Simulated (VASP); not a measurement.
**HC60N3 (a cell with a defect): single point with r2SCAN**

Crystal: HC60N3 (a cell with a defect).

```xyz
64
Lattice="7.1400 0.0000 0.0000 0.0000 7.1400 0.0000 0.0000 0.0000 7.1400" Properties=species:S:1:pos:R:3 pbc="T T T"
H     3.8895    3.8895    3.8895
C     4.5119    4.5119    4.5119
C     3.5806    5.3600    5.3600
C     5.3600    3.5806    5.3600
C     5.3600    5.3600    3.5806
C     3.5349    1.7886    5.3511
C     3.5349    5.3511    1.7886
C     1.7886    3.5349    5.3511
C     5.3511    3.5349    1.7886
C     1.7886    5.3511    3.5349
C     5.3511    1.7886    3.5349
C     4.4523    2.6844    6.2362
C     4.4523    6.2362    2.6844
C     2.6844    4.4523    6.2362
C     6.2362    4.4523    2.6844
C     2.6844    6.2362    4.4523
C     6.2362    2.6844    4.4523
C     3.6063    1.7924    1.7924
C     1.7924    3.6063    1.7924
C     1.7924    1.7924    3.6063
C     0.9096    4.4463    4.4463
C     4.4463    0.9096    4.4463
C     4.4463    4.4463    0.9096
C     7.1397    3.5697    3.5697
C     3.5697    7.1397    3.5697
C     3.5697    3.5697    7.1397
C     0.9126    2.6940    2.6940
C     2.6940    0.9126    2.6940
C     2.6940    2.6940    0.9126
C     4.4549    6.2537    6.2537
C     6.2537    4.4549    6.2537
C     6.2537    6.2537    4.4549
C     0.0080    5.3509    5.3509
C     5.3509    0.0080    5.3509
C     5.3509    5.3509    0.0080
C     0.8835    2.6778    6.2556
C     0.8835    6.2556    2.6778
C     2.6778    0.8835    6.2556
C     6.2556    0.8835    2.6778
C     2.6778    6.2556    0.8835
C     6.2556    2.6778    0.8835
C     7.1311    1.7816    5.3503
C     7.1311    5.3503    1.7816
C     1.7816    7.1311    5.3503
C     5.3503    7.1311    1.7816
C     1.7816    5.3503    7.1311
C     5.3503    1.7816    7.1311
C     0.8838    0.8838    4.4603
C     0.8838    4.4603    0.8838
C     4.4603    0.8838    0.8838
C     0.0124    1.7876    1.7876
C     1.7876    0.0124    1.7876
C     1.7876    1.7876    0.0124
C     0.8921    6.2432    6.2432
C     6.2432    0.8921    6.2432
C     6.2432    6.2432    0.8921
C     7.1398    7.1398    3.5693
C     7.1398    3.5693    7.1398
C     3.5693    7.1398    7.1398
C     0.8954    0.8954    0.8954
C     7.1385    7.1385    7.1385
N     4.5350    2.6047    2.6047
N     2.6047    4.5350    2.6047
N     2.6047    2.6047    4.5350
```

The cell was built by a generator and needn't be a form met in nature.

- Program: VASP 6.6.1
- Task: single point
- Functional: r2SCAN
- Potentials or basis: VASP PAW PBE potentials, release 64 (H, C, N)
- Cutoff: 520 eV
- k mesh: 2 × 2 × 2
- Occupations: gaussian, width 0.03 eV
- Spin: no spin polarisation
- Further INCAR settings: ALGO = Normal; EDIFF = 1e-06; NBANDS = 166

| Property | Result |
| --- | --- |
| Pressure | -2.8 GPa |
| Largest force | 0.325 eV/Å |
| Band gap on the k mesh | 3.94 eV, indirect (least direct gap 4.01 eV) |

Forces on the atoms (eV/Å):
```
H    0.187  0.187  0.187
C   -0.164 -0.164 -0.164
C    0.028 -0.007 -0.007
C   -0.007  0.028 -0.007
C   -0.007 -0.007  0.028
C    0.005 -0.024  0.024
C    0.005  0.024 -0.024
C   -0.024  0.005  0.024
C    0.024  0.005 -0.024
C   -0.024  0.024  0.005
C    0.024 -0.024  0.005
C   -0.008  0.017  0.001
C   -0.008  0.001  0.017
C    0.017 -0.008  0.001
C    0.001 -0.008  0.017
C    0.017  0.001 -0.008
C    0.001  0.017 -0.008
C   -0.004 -0.027 -0.027
C   -0.027 -0.004 -0.027
C   -0.027 -0.027 -0.004
C    0.001 -0.024 -0.024
C   -0.024  0.001 -0.024
C   -0.024 -0.024  0.001
C    0.007  0.000  0.000
C    0.000  0.007  0.000
C    0.000  0.000  0.007
C    0.002  0.023  0.023
C    0.023  0.002  0.023
C    0.023  0.023  0.002
C   -0.022  0.000  0.000
C    0.000 -0.022  0.000
C    0.000  0.000 -0.022
C    0.003  0.015  0.015
C    0.015  0.003  0.015
C    0.015  0.015  0.003
C    0.010  0.019 -0.011
C    0.010 -0.011  0.019
C    0.019  0.010 -0.011
C   -0.011  0.010  0.019
C    0.019 -0.011  0.010
C   -0.011  0.019  0.010
C    0.001 -0.014  0.004
C    0.001  0.004 -0.014
C   -0.014  0.001  0.004
C    0.004  0.001 -0.014
C   -0.014  0.004  0.001
C    0.004 -0.014  0.001
C    0.009  0.009 -0.009
C    0.009 -0.009  0.009
C   -0.009  0.009  0.009
C   -0.003 -0.019 -0.019
C   -0.019 -0.003 -0.019
C   -0.019 -0.019 -0.003
C    0.005 -0.005 -0.005
C   -0.005  0.005 -0.005
C   -0.005 -0.005  0.005
C    0.002  0.002  0.003
C    0.002  0.003  0.002
C    0.003  0.002  0.002
C    0.003  0.003  0.003
C    0.000  0.000  0.000
N   -0.010 -0.006 -0.006
N   -0.006 -0.010 -0.006
N   -0.006 -0.006 -0.010
```

Stress tensor (GPa, compression positive):
```
-2.83 -0.77 -0.77
-0.77 -2.83 -0.77
-0.77 -0.77 -2.83
```

Levels at points of the mesh, in eV from the valence-band top:
```csv
k point,band 126,band 127,band 128,band 129,band 130,band 131
"(0.00, 0.00, 0.00)",-0.29,0.00,0.00,4.01,4.17,4.17
"(0.50, 0.00, 0.00)",-1.16,-0.79,-0.67,3.94,4.07,4.95
"(0.50, 0.50, 0.00)",-1.20,-0.52,-0.36,5.36,5.39,5.62
"(0.50, 0.50, 0.50)",-0.92,-0.52,-0.52,5.27,5.27,5.45
```

Run time: 18 min on 1 thread of AMD EPYC 9R45 96-Core Processor (Zen 5), on a shared host, peak memory 0.49 GiB.

Caveat: the k mesh is coarse (spacing up to 0.44 Å⁻¹), so the values aren't converged; the PAW data sets were made with another functional, which shifts forces and pressure a little. r2SCAN opens gaps a little over a GGA but as a rule still falls short of measured ones.
